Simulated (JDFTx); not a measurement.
**NaCl under changes of volume**

One of the cells (21.376 Å³/atom); the others are scaled copies at fixed shape and fractional positions:

```
CELL_PARAMETERS angstrom
0.00000 2.77531 2.77531
2.77531 0.00000 2.77531
2.77531 2.77531 0.00000
ATOMIC_POSITIONS crystal
Cl 0.50000 0.50000 0.50000
Na 0.00000 0.00000 0.00000
```

The cell is a database's computed one.

| Quantity | Value |
| --- | --- |
| Program | JDFTx 1.7.0 (patched build) |
| Functional | r2SCAN |
| Potentials or basis | SG15-PBE-1.2 with smoothed tails |
| Cutoff | 1088 eV |
| Density cutoff | 8708 eV |
| k mesh | 8 × 8 × 8 |
| Occupations | fermi-dirac, width 0.05 eV |
| Spin | no spin polarisation |

```csv
volume (Å³/atom),energy over the lowest point (meV/atom),pressure (GPa),gap on the mesh (eV)
20.504,14.86,2.7,6.23
20.940,8.31,1.9,6.14
21.376,?,?,?
21.813,1.05,0.6,5.96
22.249,0.00,0.0,5.88
```

What does the run at 21.376 Å³/atom give?

Energy over the lowest point 3.78 meV/atom; pressure 1.2 GPa; gap on the mesh 6.05 eV.

Worked out: A Birch-Murnaghan fit of order 2 (a polynomial in V^(-2/3)) to the other rows has its minimum at 22.33 Å³/atom, just outside them, with B0 = V·E''(V) = 28 GPa. It gives 3.77 meV/atom at 21.376 Å³/atom, against the run's 3.78, and -dE/dV = 1.3 GPa, against 1.2. A straight line through the other rows of the gap, of slope -4.31 eV per unit of ln V (its deformation potential), gives 6.05 eV, against the run's 6.05.

Energies are extrapolated to zero smearing.

Caveats: the potentials were made for another functional, which shifts forces and pressure.
